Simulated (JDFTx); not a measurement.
Crystal: MgS (Niningerite).

```
CELL_PARAMETERS angstrom
0.00000 2.60165 2.60165
2.60165 0.00000 2.60165
2.60165 2.60165 0.00000
ATOMIC_POSITIONS crystal
S 0.50000 0.50000 0.50000
Mg 0.00000 0.00000 0.00000
```

Base run:

```yaml
Program: JDFTx 1.7.0 (patched build)
Functional: PBE
Potentials_or_basis: PseudoDojo-SR-PBE-0.5-standard
Cutoff: 1143 eV
Density_cutoff: 4572 eV
k_mesh: 9 × 9 × 9
Occupations: fermi-dirac, width 0.05 eV
Spin: no spin polarisation
```

Its results: band gap on the k mesh 2.92 eV, indirect (least direct gap 3.71 eV); pressure 1.2 GPa.

Question: The run is repeated on the same cell with these changes: functional from PBE to PBEsol; potentials or basis from PseudoDojo-SR-PBE-0.5-standard to PseudoDojo-SR-PBEsol-0.4.1-standard with smoothed tails; density cutoff from 4572 eV to 9143 eV. What comes out?

Answer: Band gap on the k mesh 2.83 eV, indirect (least direct gap 3.59 eV); pressure -0.9 GPa.

Caveats: an odd mesh through Γ misses points on the zone boundary, where band edges often lie; the empty levels aren't tightly converged (some runs).

Not every run made on this cell is shown here.
